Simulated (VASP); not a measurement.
Runs of VASP 6.6.1 on Ti. Symmetry: P6_3/mmc, No. 194, hexagonal system. Conventional cell: a = 2.950 Å, b = 2.950 Å, c = 4.680 Å, α = 90.00°, β = 90.00°, γ = 120.00°. Around Ti (site symmetry -6m2) lie 12 Ti at 2.89 to 2.95 Å. 

```tsv
task	level	potentials or basis	cell	k mesh	cutoff (eV)	smearing	ladder	gap on the mesh (eV)	pressure (GPa)	relaxed volume (Å³/atom)
relaxation of cell and atoms	LDA	VASP PAW LDA potentials, release 64 (Ti_sv)	relaxed	8 × 8 × 6	600	fermi-dirac 0.05 eV	gaps	none	0.0	(b)
single point	PBE	VASP PAW PBE potentials, release 64 (Ti_sv)	as given	10 × 10 × 6	520	fermi-dirac 0.05 eV	-	none	-1.7	-
optical spectrum	TB-mBJ	VASP PAW PBE potentials, release 64 (Ti_sv)	as given	10 × 10 × 6	520	methfessel-paxton 0.1 eV	-	none	-	-
single point	PBE	VASP PAW PBE potentials, release 54 (Ti_sv)	as given	10 × 10 × 6	520	gaussian 0.05 eV	-	none	-1.7	-
relaxation of cell and atoms	PBE+D3(BJ)	VASP PAW PBE potentials, release 64 (Ti_sv)	relaxed	8 × 8 × 6	600	fermi-dirac 0.05 eV	gaps	none	0.0	16.47
relaxation of cell and atoms	SCAN+rVV10	VASP PAW PBE potentials, release 54 (Ti)	relaxed	10 × 10 × 6	580	methfessel-paxton 0.2 eV	-	none	0.0	16.84
relaxation of cell and atoms	r2SCAN	VASP PAW PBE potentials, release 64 (Ti_sv)	relaxed	8 × 8 × 6	600	fermi-dirac 0.05 eV	gaps	none	0.0	17.36
single point	PBEsol	VASP PAW PBE potentials, release 64 (Ti_sv)	as given	10 × 10 × 6	520	fermi-dirac 0.05 eV	free	none	-5.9	-
single point	PBE	VASP PAW PBE potentials, release 64 (Ti_sv_GW)	as given	10 × 10 × 6	550	gaussian 0.1 eV	-	none	(a)	-
relaxation of cell and atoms	RPBE	VASP PAW PBE potentials, release 64 (Ti_sv)	relaxed	10 × 10 × 6	600	methfessel-paxton 0.2 eV	-	none	0.1	17.84
single point	PBE	VASP PAW PBE potentials, release 64 (Ti_sv)	as given	10 × 10 × 6	520	gaussian 0.1 eV	-	none	-1.7	-
```

Alike in all rows: no spin polarisation.

Fill in the values left out.

(a) -2.8; (b) 16.10.

Caveats: the PAW data sets were made with another functional, which shifts forces and pressure a little (some runs); pairwise dispersion overbinds metals, which lowers pressure and volume (some runs).

A k mesh can miss the band edges.

A gap of «none» marks a metal or a gap under the smearing width.

Not every run made on this cell is shown here.
